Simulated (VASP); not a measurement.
# ScAl3N4 (Cmc2_1) in VASP: notebook, part 2 of 2

VASP 6.6.1. Earlier steps stand in the parts before.

## 3. Relaxation of cell and atoms, PBEsol

This run uses another cell than the first one, of 11.28 Å³/atom, 0.960 times its volume.

File INCAR:

```
  PREC = Accurate
  ENCUT = 600
  EDIFF = 1E-7
  ISMEAR = 0
  SIGMA = 0.03
  LREAL = False
  LASPH = True
  NELM = 80
  ALGO = Normal
  ISIF = 3
  LWAVE = False
  LCHARG = False
  GGA = PS
  IBRION = 2
  NSW = 90
  EDIFFG = -0.005
  KPAR = 4
```

File KPOINTS:

```
Automatic mesh
0
Gamma
  6 6 6
```

File POSCAR:

```
ScAl3N4                                 
1.0
    0.0000000000      0.0000000000     -4.9964489602
    3.2389934594      5.6101012494      0.0000000000
    3.2084786866     -5.5924835371      0.0000000000
  Sc              Al              N             
     2     6     8
Direct
     0.0117639372733410    0.1611665007937618    0.3223329915875374
     0.5117639372733409    0.3388334992062381    0.6776670084124622
     0.0024765057344027    0.1639436346653667    0.8349743061620011
     0.0056794743482583    0.6653501363166963    0.3307002626333964
     0.0024765057344027    0.6710306814966279    0.8349743061620177
     0.5024765057344024    0.3360563653346333    0.1650256938379989
     0.5056794743482584    0.8346498636833037    0.6692997373666036
     0.5024765057344024    0.8289693185033721    0.1650256938379824
     0.5873272613214020    0.1587555555690033    0.3175111011379284
     0.6247083716418423    0.1543979872224548    0.8452022051113131
     0.6208595723044978    0.6675242117038114    0.3350484134076254
     0.6247083716418423    0.6908042278888263    0.8452022051112855
     0.0873272613214020    0.3412444444309967    0.6824888988620716
     0.1247083716418427    0.3456020127775452    0.1547977948886871
     0.1208595723044979    0.8324757882961886    0.6649515865923750
     0.1247083716418427    0.8091957721111737    0.1547977948887145
```

Potentials or basis: VASP PAW PBE potentials, release 64 (Sc_sv, Al, N).

Run with:

```
$ cat potpaw_PBE.64/Sc_sv/POTCAR potpaw_PBE.64/Al/POTCAR potpaw_PBE.64/N/POTCAR > POTCAR
$ mpirun -np 4 vasp_std > vasp.out
```

OUTCAR:

```text
PREC = Accurate
   ENCUT = 600
   EDIFF = 1E-7
   ISMEAR = 0
   LREAL = False
   LASPH = True
   NELM = 80
   ISIF = 3
   GGA = PS
   IBRION = 2
   NSW = 90
   EDIFFG = -0.005

 ion  position               nearest neighbor table
   1  0.012  0.161  0.322-  13 2.04  14 2.05  16 2.05   9 2.12   6 3.08   8 3.08   5 3.15   3 3.15
                             6 3.15   8 3.15   2 3.19   2 3.19   4 3.24   4 3.24   5 3.30   3 3.30
   2  0.512  0.339  0.678-   9 2.04  10 2.05  12 2.05  13 2.12   3 3.08   5 3.08   8 3.15   6 3.15
                             3 3.15   5 3.15   1 3.19   1 3.19   7 3.24   7 3.24   8 3.30   6 3.30
   3  0.002  0.164  0.835-  14 1.89  10 1.89  13 1.90  15 1.95   2 3.08   7 3.09   6 3.10   6 3.10
                             7 3.12   1 3.15   2 3.15   5 3.19   4 3.21   4 3.23   5 3.28   1 3.30
   4  0.006  0.665  0.331-  16 1.89  14 1.89  11 1.92  15 1.95   8 3.09   6 3.09   8 3.12   6 3.12
                             7 3.13   7 3.13   3 3.21   5 3.21   3 3.23   5 3.23   1 3.24   1 3.24
   5  0.002  0.671  0.835-  16 1.89  12 1.89  13 1.90  15 1.95   2 3.08   7 3.09   8 3.10   8 3.10
                             7 3.12   1 3.15   2 3.15   3 3.19   4 3.21   4 3.23   3 3.28   1 3.30
   6  0.502  0.336  0.165-  10 1.89  14 1.89   9 1.90  11 1.95   1 3.08   4 3.09   3 3.10   3 3.10
                             4 3.12   2 3.15   1 3.15   8 3.19   7 3.21   7 3.23   8 3.28   2 3.30
   7  0.506  0.835  0.669-  12 1.89  10 1.89  15 1.92  11 1.95   5 3.09   3 3.09   5 3.12   3 3.12
                             4 3.13   4 3.13   6 3.21   8 3.21   6 3.23   8 3.23   2 3.24   2 3.24
   8  0.502  0.829  0.165-  12 1.89  16 1.89   9 1.90  11 1.95   1 3.08   4 3.09   5 3.10   5 3.10
                             4 3.12   2 3.15   1 3.15   6 3.19   7 3.21   7 3.23   6 3.28   2 3.30
   9  0.587  0.159  0.318-   6 1.90   8 1.90   2 2.04   1 2.12
  10  0.625  0.154  0.845-   7 1.89   6 1.89   3 1.89   2 2.05
  11  0.621  0.668  0.335-   4 1.92   8 1.95   6 1.95   7 1.95
  12  0.625  0.691  0.845-   7 1.89   8 1.89   5 1.89   2 2.05
  13  0.087  0.341  0.682-   3 1.90   5 1.90   1 2.04   2 2.12
  14  0.125  0.346  0.155-   4 1.89   3 1.89   6 1.89   1 2.05
  15  0.121  0.832  0.665-   7 1.92   5 1.95   3 1.95   4 1.95
  16  0.125  0.809  0.155-   4 1.89   5 1.89   8 1.89   1 2.05

  LATTYP: Found a base centered orthorhombic cell.
 ALAT       =     6.4779869295
 B/A-ratio  =     1.7211722951
 C/A-ratio  =     0.7712965485

  Lattice vectors:

 A1 = (  -3.2084786866,   5.5924835371,   0.0000000000)
 A2 = (   6.4474721460,   0.0176177123,   0.0000000000)
 A3 = (   0.0000000000,   0.0000000000,  -4.9964489602)

Analysis of symmetry for initial positions (statically):
=====================================================================
 Subroutine PRICEL returns:
 Original cell was already a primitive cell.

 Routine SETGRP: Setting up the symmetry group for a
 base centered orthorhombic supercell.

 Subroutine GETGRP returns: Found  4 space group operations
 (whereof  2 operations were pure point group operations)
 out of a pool of  8 trial point group operations.

The static configuration has the point symmetry C_1h.
 The point group associated with its full space group is C_2v.

Analysis of symmetry for dynamics (positions and initial velocities):
=====================================================================
 Subroutine PRICEL returns:
[... 192 lines left out ...]

  FORCE on cell =-STRESS in cart. coord.  units (eV):
  Direction    XX          YY          ZZ          XY          YZ          ZX
  --------------------------------------------------------------------------------------
  -------------------------------------------------------------------------------------
  Total        0.0197261      0.0063202      0.0227482     -0.0116099      0.0000000     -0.0000000
  in kB        0.1751527      0.0561187      0.2019859     -0.1030864      0.0000000     -0.0000000
  external PRESSURE =       0.1444191 kB  Pullay stress =       0.0000000 kB

 VOLUME and BASIS-vectors are now :
 -----------------------------------------------------------------------------
  energy-cutoff  :      600.00
  volume of cell :      180.44
      direct lattice vectors                 reciprocal lattice vectors
     0.000000000  0.000000000 -4.996448960     0.000000000  0.000000000 -0.200142143
     3.238993459  5.610101249  0.000000000     0.154856781  0.088843298  0.000000000
     3.208478687 -5.592483537  0.000000000     0.155344619 -0.089688257  0.000000000

 POSITION                                       TOTAL-FORCE (eV/Angst)
 -----------------------------------------------------------------------------------
      1.55622     -0.89848     -0.05878         0.001358     -0.000784      0.004938
      3.27176     -1.88895     -2.55700        -0.001358      0.000784      0.004938
      3.21001     -3.74984     -0.01237         0.000177     -0.001048      0.001213
      3.21611      1.88325     -0.02838        -0.005293      0.003056     -0.002435
      4.85246     -0.90503     -0.01237         0.000996      0.000371      0.001213
      1.61797      0.96241     -2.51060        -0.000177      0.001048      0.001213
[... 8 lines left out ...]
      4.82987      0.95154     -0.60387        -0.005671      0.003274      0.003574
      3.11765      3.67397     -0.62310         0.000866     -0.002471     -0.005013
 -----------------------------------------------------------------------------------
    total drift:                               -0.000010      0.000085     -0.000239

  FREE ENERGIE OF THE ION-ELECTRON SYSTEM (eV)
  ---------------------------------------------------
  free  energy   TOTEN  =      -130.4785170605 eV

  energy  without entropy=     -130.4785170605  energy(sigma->0) =     -130.47851706

--------------------------------------- Ionic step        2  -------------------------------------------

 number of electron      80.0000009 magnetization

 Free energy of the ion-electron system (eV)
  ---------------------------------------------------
  ext. energy  EPLUGINS =         0.00000000
  ---------------------------------------------------
  free energy    TOTEN  =      -130.47852862 eV

  energy without entropy =     -130.47852862  energy(sigma->0) =     -130.47852862

 E-fermi :   5.1684     XC(G=0): -11.0491

 val. band max:        5.0379617160   @ k =   0.0000   0.0000   0.0000
 cond. band min:       8.5894363739   @ k =   0.0000   0.3333   0.3333
 fundamental gap:      3.5514746578
 Fermi energy:         5.1683574413

 k-point     1 :       0.0000    0.0000    0.0000
  band No.  band energies     occupation
      1     -41.5552      2.00000
      2     -41.5216      2.00000
      3     -20.5222      2.00000
      4     -20.4943      2.00000
      5     -20.4551      2.00000
      6     -20.4214      2.00000
[... 1237 lines left out ...]
     48      10.5573      0.00000
     49      11.0137      0.00000

 [... further k-points ...]
[... 5 lines left out ...]
  --------------------------------------------------------------------------------------
  -------------------------------------------------------------------------------------
  Total       -0.0219561     -0.0246857      0.0034623     -0.0023639      0.0000000     -0.0000000
  in kB       -0.1949246     -0.2191573      0.0307376     -0.0209861      0.0000000     -0.0000000
  external PRESSURE =      -0.1277815 kB  Pullay stress =       0.0000000 kB

 VOLUME and BASIS-vectors are now :
 -----------------------------------------------------------------------------
  energy-cutoff  :      600.00
  volume of cell :      180.47
      direct lattice vectors                 reciprocal lattice vectors
     0.000000000 -0.000000000 -4.996791664    -0.000000000 -0.000000000 -0.200128416
     3.238989722  5.610094775 -0.000000000     0.154850681  0.088847026 -0.000000000
     3.208865288 -5.592702425 -0.000000000     0.155332241 -0.089681111  0.000000000

 POSITION                                       TOTAL-FORCE (eV/Angst)
 -----------------------------------------------------------------------------------
      1.55641     -0.89859     -0.05854         0.000031     -0.000018      0.003185
      3.27195     -1.88906     -2.55694        -0.000031      0.000018      0.003185
      3.21034     -3.75007     -0.01232        -0.000454     -0.000569     -0.001309
      3.21598      1.88332     -0.02850        -0.000323      0.000186      0.001758
      4.85283     -0.90520     -0.01232         0.000266      0.000678     -0.001309
      1.61802      0.96242     -2.51071         0.000454      0.000569     -0.001309
[... 8 lines left out ...]
      4.82985      0.95155     -0.60374        -0.001357      0.000783     -0.001359
      3.11774      3.67381     -0.62338        -0.001839      0.003369     -0.001055
 -----------------------------------------------------------------------------------
    total drift:                               -0.000010      0.000085     -0.000774

  FREE ENERGIE OF THE ION-ELECTRON SYSTEM (eV)
  ---------------------------------------------------
  free  energy   TOTEN  =      -130.4785286175 eV

  energy  without entropy=     -130.4785286175  energy(sigma->0) =     -130.47852862

 reached required accuracy - stopping structural energy minimisation
```

It took 7.5 min on 4 MPI ranks of AMD EPYC 7R13 (Zen 3), shared host; peak memory 0.65 GiB.

What came out:

- Free energy: -130.4785 eV
- Relaxed volume: 11.28 Å³/atom
- Relaxed cell: a = 4.997 Å, b = 6.478 Å, c = 6.448 Å, α = 120.15°, β = 90.00°, γ = 90.00°
- Space group after relaxing (to 0.05 Å): Cmc2_1 (No. 36)
- Energy gained by relaxing: 0.0 meV/atom
- Ionic steps: 2
- Pressure after relaxing: 0.0 GPa
- Largest force after relaxing: 0.004 eV/Å
- Band gap on the k mesh: 3.55 eV, indirect (least direct gap 3.62 eV)

Forces in eV/Å, atoms in the order of the input:
```
Sc   0.000  0.000  0.003
Sc   0.000  0.000  0.003
Al   0.000 -0.001 -0.001
Al   0.000  0.000  0.002
Al   0.000  0.001 -0.001
Al   0.000  0.001 -0.001
Al   0.000  0.000  0.002
Al   0.000 -0.001 -0.001
N    0.000  0.000  0.001
N    0.004  0.000 -0.001
N    0.001 -0.001 -0.001
N    0.002 -0.003 -0.001
N    0.000  0.000  0.001
N   -0.004  0.000 -0.001
N   -0.001  0.001 -0.001
N   -0.002  0.003 -0.001
```

Final structure:
```
Sc Al N
1.0
     0.00000    0.00000   -4.99679
     3.23899    5.61009    0.00000
     3.20887   -5.59270    0.00000
Sc Al N
2 6 8
Direct
  0.01172 0.16117 0.32235
  0.51172 0.33883 0.67765
  0.00246 0.16394 0.83498
  0.00570 0.66532 0.33065
  0.00246 0.67104 0.83498
  0.50246 0.33606 0.16502
  0.50570 0.83468 0.66935
  0.50246 0.82896 0.16502
  0.58731 0.15877 0.31755
  0.62476 0.15438 0.84518
  0.62082 0.66755 0.33511
  0.62476 0.69081 0.84518
  0.08731 0.34123 0.68245
  0.12476 0.34562 0.15482
  0.12083 0.83245 0.66489
  0.12476 0.80919 0.15482
```

Levels at points of the mesh, in eV from the valence-band top:
```csv
k point,band 36,band 37,band 38,band 39,band 40,band 41,band 42,band 43,band 44,band 45
"(0.00, 0.00, 0.00)",-0.55,-0.49,-0.43,-0.24,0.00,3.74,3.91,3.98,4.30,4.52
"(0.50, 0.00, 0.00)",-0.96,-0.59,-0.59,-0.37,-0.37,4.36,4.36,4.55,4.55,5.06
"(0.00, 0.50, 0.00)",-0.59,-0.28,-0.26,-0.18,-0.09,3.83,4.19,4.53,4.62,5.19
"(0.50, 0.50, 0.00)",-0.73,-0.35,-0.35,-0.26,-0.26,4.62,4.62,4.95,4.95,5.30
"(0.00, 0.00, 0.50)",-0.68,-0.24,-0.24,-0.21,-0.15,3.62,4.27,4.42,4.82,4.92
"(0.50, 0.00, 0.50)",-0.95,-0.38,-0.38,-0.18,-0.18,4.47,4.47,4.96,4.96,5.49
```

Caveat: the PAW data sets were made with another functional, which shifts forces and pressure a little.
